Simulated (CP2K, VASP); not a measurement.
Given: the input of a run of VASP 6.6.1 on TiO2. The cell is a database's computed one, not the measured one.

INCAR

```
PREC = Accurate ; ENCUT = 520
EDIFF = 1E-6 ; ISMEAR = 0
SIGMA = 0.014 ; LREAL = F
LASPH = T ; NELM = 80
ALGO = Fast ; ISIF = 2
LWAVE = F ; LCHARG = F
GGA = PE
```

The input KPOINTS:

```
Automatic mesh
0
Gamma
  6 6 9
```

The input POSCAR:

```
TiO2
1.0
    4.5998373239      0.0000000000      0.0000000000
    0.0000000000      4.5998373239      0.0000000000
    0.0000000000      0.0000000000      2.9592135600
Ti O
2 4
Direct
    0.0000000000      0.0000000000      0.5000000000
    0.5000000000      0.5000000000      0.0000000000
    0.3043213200      0.3043213200      0.5000000000
    0.1956786800      0.8043213200      0.0000000000
    0.8043213200      0.1956786800      0.0000000000
    0.6956786800      0.6956786800      0.5000000000
```

Potentials or basis: VASP PAW PBE potentials, release 64 (Ti_sv, O).

The run is started by

```sh
$ cat potpaw_PBE.64/Ti_sv/POTCAR potpaw_PBE.64/O/POTCAR > POTCAR
$ mpirun -np 1 vasp_std > vasp.out
```

Set up the same calculation for CP2K 2026.2. Potentials or basis there: POTENTIAL_UZH Ti GTH-PBE-q12, O GTH-PBE-q6; TZVP-MOLOPT-PBE-GTH basis.

As run (cutoffs and basis follow the program's own potentials, and thresholds, step limits or extra output files can differ):

Contents of tio2_scf.inp:

```
&GLOBAL
  PROJECT tio2_scf
  RUN_TYPE ENERGY_FORCE
  PRINT_LEVEL LOW
&END GLOBAL
&FORCE_EVAL
  METHOD QS
  STRESS_TENSOR ANALYTICAL
  &DFT
    BASIS_SET_FILE_NAME BASIS_MOLOPT_UZH
    POTENTIAL_FILE_NAME POTENTIAL_UZH
    &MGRID
      CUTOFF 600
      REL_CUTOFF 60
      NGRIDS 4
    &END MGRID
    &QS
      METHOD GPW
      EPS_DEFAULT 1.0E-10
    &END QS
    &KPOINTS
      SCHEME MONKHORST-PACK 6 6 9
      GAMMA_CENTERED T
      SYMMETRY T
      SYMMETRY_BACKEND SPGLIB
    &END KPOINTS
    &SCF
      SCF_GUESS ATOMIC
      EPS_SCF 1.0E-6
      MAX_SCF 100
      ADDED_MOS 24
      CHOLESKY OFF
      EPS_EIGVAL 1.0E-7
      &DIAGONALIZATION ON
        ALGORITHM STANDARD
      &END DIAGONALIZATION
      &MIXING ON
        METHOD BROYDEN_MIXING
        ALPHA 0.4
        BETA 1.5
        NBUFFER 8
      &END MIXING
      &SMEAR ON
        METHOD GAUSSIAN
        SIGMA [eV] 0.014
      &END SMEAR
    &END SCF
    &XC
      &XC_FUNCTIONAL
        &GGA_X_PBE
        &END GGA_X_PBE
        &GGA_C_PBE
        &END GGA_C_PBE
      &END XC_FUNCTIONAL
    &END XC
    &PRINT
      &KPOINTS ON
      &END KPOINTS
      &MULLIKEN ON
      &END MULLIKEN
      &MO ON
        ENERGIES T
        OCCUPATION_NUMBERS T
        &EACH
          QS_SCF 0
        &END EACH
        ADD_LAST NUMERIC
      &END MO
      &LOWDIN ON
      &END LOWDIN
      &HIRSHFELD ON
        SHAPE_FUNCTION DENSITY
      &END HIRSHFELD
    &END PRINT
  &END DFT
  &SUBSYS
    &CELL
      A 4.5998373239 0.0000000000 0.0000000000
      B 0.0000000000 4.5998373239 0.0000000000
      C 0.0000000000 0.0000000000 2.9592135600
      PERIODIC XYZ
    &END CELL
    &COORD
      SCALED
      Ti  0.0000000000 0.0000000000 0.5000000000
      Ti  0.5000000000 0.5000000000 0.0000000000
      O   0.3043213200 0.3043213200 0.5000000000
      O   0.1956786800 0.8043213200 0.0000000000
      O   0.8043213200 0.1956786800 0.0000000000
      O   0.6956786800 0.6956786800 0.5000000000
    &END COORD
    &KIND Ti
      BASIS_SET TZVP-MOLOPT-PBE-GTH-q12
      POTENTIAL GTH-PBE-q12
    &END KIND
    &KIND O
      BASIS_SET TZVP-MOLOPT-PBE-GTH-q6
      POTENTIAL GTH-PBE-q6
    &END KIND
    &PRINT
      &ATOMIC_COORDINATES ON
      &END ATOMIC_COORDINATES
      &CELL ON
      &END CELL
    &END PRINT
  &END SUBSYS
  &PRINT
    &FORCES ON
    &END FORCES
    &STRESS_TENSOR ON
    &END STRESS_TENSOR
  &END PRINT
&END FORCE_EVAL
```

Potentials or basis: POTENTIAL_UZH Ti GTH-PBE-q12, O GTH-PBE-q6; TZVP-MOLOPT-PBE-GTH basis.

Launch:

```sh
$ OMP_NUM_THREADS=1 cp2k.psmp -i tio2_scf.inp -o tio2_scf.out
```

Both were run:

|  | VASP | CP2K |
| --- | --- | --- |
| Pressure | 4.9 GPa | 5.2 GPa |

Pressure is positive in compression.
